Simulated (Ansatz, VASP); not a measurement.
## One calculation of ZnS (Wurtzite-2H), two programs

INCAR

```
SYSTEM = ZnS
  ALGO = Normal
  EDIFF = 1E-6
  ENCUT = 520
  ISIF = 2
  ISMEAR = -1
  LASPH = .TRUE.
  LCHARG = .FALSE.
  LREAL = .FALSE.
  LWAVE = .FALSE.
  NBANDS = 26
  NELM = 60
  PREC = Accurate
  SIGMA = 0.05
```

File KPOINTS:

```
k-points
0
G
  8 8 5
  0 0 0
```

POSCAR

```
ZnS
1.0
    3.7594936861      0.0000000000      0.0000000000
   -1.8797468431      3.2558170375      0.0000000000
    0.0000000000      0.0000000000      6.1497464286
Zn S
2 2
Direct
    0.6666666667      0.3333333333      0.5000000000
    0.3333333333      0.6666666667      0.0000000000
    0.6666666667      0.3333333333      0.8850000000
    0.3333333333      0.6666666667      0.3850000000
```

Contents of input.yaml:

```yaml
crystal:
  lattice:
    - [3.7594936861, 0.0, 0.0]
    - [-1.8797468431, 3.2558170375, 0.0]
    - [0.0, 0.0, 6.1497464286]
  atoms:
    - { symbol: Zn, position: [0.6666666667, 0.3333333333, 0.5] }
    - { symbol: Zn, position: [0.3333333333, 0.6666666667, 0.0] }
    - { symbol: S, position: [0.6666666667, 0.3333333333, 0.885] }
    - { symbol: S, position: [0.3333333333, 0.6666666667, 0.385] }
kpoints:
  mp_grid: { grid: [8, 8, 5] }
scf:
  occupations: { method: fermi_dirac, width: 0.05 }
hamiltonian:
  xc: lda
  pseudopotentials: { kind: all_electron, lapw: { basis_error: 0.002 } }
output:
  forces: true
  stress: true
  eigenvalues: true
```

Change from the starting cell: volume scaled by 0.96.

Alike in both runs: task single point; functional LDA; k mesh 8 × 8 × 5; occupations fermi-dirac, width 0.05 eV; no spin polarisation.

|  | VASP | Ansatz |
| --- | --- | --- |
| version | VASP 6.6.1 | Ansatz 0.2.0 |
| potentials or method | VASP PAW LDA potentials, release 64 (Zn, S) | all-electron LAPW, scalar-relativistic |
| plane-wave cutoff (eV) | 520 | see its input |

Ansatz gave:

```
gap on the k mesh at the Fermi level (eV)       : 2.19
least direct gap on the mesh (eV)               : 2.19
pressure (GPa)                                  : -0.8
largest component of the traceless stress (GPa) : 1.41
rms of the force components (eV/Å)              : 0.200
```

Task: What did VASP give for the same quantities?

Result: gap on the k mesh at the Fermi level (eV): 2.22; least direct gap on the mesh (eV): 2.22; pressure (GPa): -0.6; largest component of the traceless stress (GPa): 1.44; rms of the force components (eV/Å): 0.201.

Atom by atom the forces differ by 0.002 eV/Å (rms over components). Ansatz ran all-electron here, so the differences hold the error of VASP's frozen core and of both bases.
